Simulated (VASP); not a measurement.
Runs of VASP 6.6.1 on Cd. The structure is trigonal, space group R-3m (No. 166). The conventional cell has a = 3.216 Å, b = 3.216 Å, c = 7.348 Å, α = 90.00°, β = 90.00°, γ = 120.00°. Cd (site symmetry -3m) is surrounded by 12 Cd at 3.07 to 3.22 Å. This isn't the form of Cd at room conditions, which is hcp.

```csv
task,level,potentials or basis,spin,cell,k mesh,cutoff (eV),smearing,grid for exact exchange (PRECFOCK),exchange at q = 0,k mesh for the DOS,other keys,mesh quality,gap on the mesh (eV),pressure (GPa)
single point,PBE,"VASP PAW PBE potentials, release 64 (Cd)",off,as given,10 × 10 × 10,520,fermi-dirac 0.05 eV,-,-,-,-,not flagged,none,(a)
band structure,RPBE+D3,"VASP PAW PBE potentials, release 64 (Cd_GW)","non-collinear, ferromagnetic start",as given,7 × 7 × 7,550,gaussian 0.1 eV,-,-,-,-,not flagged,-,2.9
single point,TPSSh,"VASP PAW PBE potentials, release 64 (Cd)",off,volume scaled by 1.25,5 × 5 × 5,520,gaussian 0.05 eV,Normal,truncated,-,-,coarse,none,-6.6
relaxation of cell and atoms,rSCAN+D3(BJ),"VASP PAW PBE potentials, release 64 (Cd)",off,relaxed from: volume scaled by 1.25,10 × 10 × 10,600,methfessel-paxton 0.1 eV,-,-,-,-,not flagged,none,0.0
band structure,RPBE,"VASP PAW PBE potentials, release 64 (Cd)",off,as given,10 × 10 × 10,500,methfessel-paxton 0.1 eV,-,-,-,-,not flagged,-,4.9
single point,PBE,"VASP PAW PBE potentials, release 54 (Cd)",off,as given,10 × 10 × 10,520,gaussian 0.02 eV,-,-,-,-,not flagged,none,2.4
single point,PBE,"VASP PAW PBE potentials, release 64 (Cd)",off,as given,10 × 10 × 10,520,gaussian 0.05 eV,-,-,-,-,not flagged,none,2.4
atomic charges,r2SCANh,"VASP PAW PBE potentials, release 64 (Cd)",off,cell strained at random at fixed volume,5 × 5 × 5,520,gaussian 0.05 eV,Normal,truncated,-,-,coarse,none,0.4
```

Q: Estimate the missing entries.

A: (a) 2.3.

Caveats: some runs use coarse meshes; the PAW data sets were made with another functional, which shifts forces and pressure a little (some runs); pairwise dispersion overbinds metals, which lowers pressure and volume (some runs).

A k mesh can miss the band edges, and the runs leave out spin-orbit coupling on Cd.

A gap of «none» marks a metal or a gap under the smearing width.
